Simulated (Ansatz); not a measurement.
# VO$_{2}$: enthalpy under pressure, worked through

Computed with DFT PBE+U, scalar-relativistic, plane waves, PAW in Ansatz. Settings: 420 eV cutoff, 6×6×10 k-mesh, Gaussian smearing of 0.02 eV, collinear spin, U_eff V 3.25 eV on d shells.

Reference structure (relaxed):

```yaml
crystal:
  lattice:
    - [4.48188, 0.00000, 0.00000]
    - [0.00000, 4.48188, 0.00000]
    - [0.00000, 0.00000, 3.02585]
  atoms:
    - { symbol: V, position: [0.00000, 0.00000, 0.00000] }
    - { symbol: V, position: [0.50000, 0.50000, 0.50000] }
    - { symbol: O, position: [0.29895, 0.29895, 0.00000] }
    - { symbol: O, position: [0.70105, 0.70105, 0.00000] }
    - { symbol: O, position: [0.79895, 0.20105, 0.50000] }
    - { symbol: O, position: [0.20105, 0.79895, 0.50000] }
```

Cell and atoms were relaxed at each target pressure within the start's symmetry (P4_2/mnm), at zero temperature; other phases can be more stable under pressure. H = E + PV with P the target; E is the free energy at the smearing used, whose derivative the pressure is, per atom and counted from zero pressure. The mesh named is that at zero pressure; some other pressures ran on another.

With moments and this functional the run may sit in a state above the lowest one.

```csv
P (GPa),V (Å³/atom),E − E0 (meV),H − H0 (meV)
0,10.130,0.0,0.0
1,10.085,0.1,63.1
4,9.965,2.0,250.8
12,9.673,16.4,740.9
25,9.277,61.5,1509.1
50,8.692,196.1,2908.6
90,8.025,482.5,4990.4
```

Thermodynamics gives dH/dP = V along a relaxed path. Integrate V over P by the trapezoid rule and compare with the computed enthalpies.

With 1 eV/Å³ = 160.22 GPa, each step adds the mean volume times ΔP / 160.22:
```
P (GPa)  ∫V dP (meV) H − H0 (meV) difference (meV)
      1         63.1          63.1               0.0
      4        250.8         250.8               0.0
     12        741.1         740.9               0.2
     25       1509.9        1509.1               0.8
     50       2911.8        2908.6               3.2
     90       4998.5        4990.4               8.2
```

V(P) curves upward, so the trapezoid rule runs high; integrating a smooth curve through the same points puts that excess at about 8.2 meV at 90 GPa, against the 8.2 meV found.

At 90 GPa, how much of the enthalpy change is stored energy and how much is the PV term?

E rises by 482 meV/atom and PV is 90 × 8.025 / 160.22 = 4508 meV/atom, so PV makes 90 % of ΔH. So between rival structures at high pressure a small difference in volume can outweigh the difference in energy: 1 % of this volume is worth 45.1 meV/atom at this pressure.

What bulk modulus do the lowest pressures give, and how is the compression shared among the axes?

From the pressures that the runs reached, -1.04 GPa (10.176 Å³) and 1.05 GPa (10.085 Å³), B = −ΔP/Δln V = 2.09 / 0.0089 = 235 GPa, a mean over that range. The linear compressibilities −Δln(length)/ΔP are 1.52 along a, 1.52 along b, 1.21 along c (in TPa⁻¹). With fixed angles they add up to 1/B: 4.26 against 4.26. Softest: a and b, at 36 % of the volume change per axis.

The gap is 0.865 eV at -1.04 GPa and 0.890 eV at 1.05 GPa. What pressure coefficient and volume deformation potential follow?

dE_g/dP = 11.7 meV/GPa, and a_V = dE_g/d ln V = −B dE_g/dP = -2.75 eV. If the edges move to other points of the zone within the range, this is a mean of two slopes. Gaps are Kohn–Sham gaps over the whole zone.

Cost: 8 runs of about 7.6 core-minutes in all, on Intel Xeon 6975P-C (Granite Rapids) (shared hosts).

The enthalpy is governed by the PV term because, starting from equilibrium, stored energy grows only at second order in pressure while PV grows at first order. The lattice also stiffens, so each further step in pressure removes less volume. The smaller compressibility along c fits the rutile framework: edge-sharing octahedra form chains along this axis, where shortening brings vanadium ions together across shared edges, while the corner-sharing links between chains can adjust more easily.

The gap contradicts experiment, since rutile VO₂ is a metal and the familiar insulating phase has paired vanadium atoms. Here the Hubbard term, together with static spin polarisation, probably localises the single d electron and splits the t₂g states without pairing. The c axis is also longer than in the real metal, which suggests weakened V–V bonding along the chains. The compressibilities and the gap's pressure coefficient therefore describe this insulating solution rather than metallic rutile VO₂, and the slope near zero pressure doesn't show whether the gap survives strong compression.
